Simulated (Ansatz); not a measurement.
**Epitaxial strain in ZnO: moduli and critical thickness**

Method: DFT r2SCAN, scalar-relativistic, plane waves, PAW (Ansatz 0.2.0). (500 eV cutoff, 12×12×6 k-mesh, Gaussian smearing of 0.02 eV, no spin polarisation)

The relaxed crystal:

```
Zn O
1.0
     3.23487    0.00000    0.00000
    -1.61743    2.80148    0.00000
     0.00000    0.00000    5.21231
Zn O
2 2
Direct
  0.66667 0.33333 0.50043
  0.33333 0.66667 0.00043
  0.66667 0.33333 0.87988
  0.33333 0.66667 0.37988
```

The a-b plane is strained alike in both directions, as on a substrate, while c and the atoms relax within the symmetry that the strain leaves. Stress is positive in compression; energies are free energies at the smearing used, per atom.

```csv
strain (%),c (Å),σ in plane (GPa),ΔE (meV/atom)
-6.0,5.5086,14.50,62.37
-4.0,5.4148,9.42,27.36
-2.0,5.3159,4.61,6.76
+0.0,5.2123,0.00,0.00
+2.0,5.1005,-4.21,6.31
+4.0,4.9767,-7.89,24.29
+6.0,4.8055,-10.19,51.10
```

Get the biaxial modulus twice, from the stresses and from the energies of the innermost pair.

From stress: M = −Δσ/Δε = (4.61 − (-4.21)) / 0.040 = 220 GPa. Two in-plane directions each store σε/2, so the energy density is Mε²: M = (mean ΔE)/(V ε²) = 6.54 meV / (11.809 Å³ × 0.020²) × 0.16022 GPa Å³/meV = 222 GPa. The two agree.

How well does Mε², with M from the stresses, predict the outermost points?

58.5 meV predicted against 62.4 computed at -6.0 %; 58.5 meV predicted against 51.1 computed at +6.0 %. Compression costs more than stretching, the usual sign of bonds that stiffen as they shorten.

How does c respond, and up to what thickness can a film with 1 % or 2 % misfit stay coherent on a thick substrate?

c answers with ε_c = −1.03 ε. In an isotropic solid that ratio is 2ν/(1 − ν), so ν = r/(2 + r) = 0.34. A film of thickness h stores Mε²h per area, 22.0 mJ/m² per nm at 1 %. The Matthews–Blakeslee balance for pure edge misfit dislocations, h = b/(8πf(1 + ν)) × (ln(h/b) + 1), with b taken as the in-plane vector a = 3.23 Å, solved by iteration, gives 3.1 nm at f = 1 % and 1.0 nm at 2 %. This is an isotropic estimate in which the moduli cancel; the real Burgers vector, glide system, anisotropy and slow kinetics can shift it by a factor of a few, mostly upward.

The in-plane response softens steadily from compression to tension, and most sharply at the end: between +4.0 and +6.0 % the stress gains little, while c drops from 4.9767 to 4.8055 Å, the largest step in the series. Bond anharmonicity alone would probably give a more even change. The pattern suggests that the buckled Zn–O bilayers are flattening towards the layered, graphite-like arrangement, in which each atom gains a neighbour along c. Wurtzite ZnO is prone to this because its strongly ionic bonds resist bending only weakly, which also helps explain why c follows the in-plane strain almost one to one.

The modulus of 220 GPa is therefore a small-strain property, and a harmonic extrapolation is least safe under large tension. The in-plane stress is still rising in magnitude at +6.0 %, so the series reaches no maximum in biaxial stress, though this doesn't exclude instabilities that lower the symmetry or enlarge the cell. At 2 % misfit the estimated critical thickness spans only about two unit cells along c, where continuum dislocation theory itself becomes doubtful.
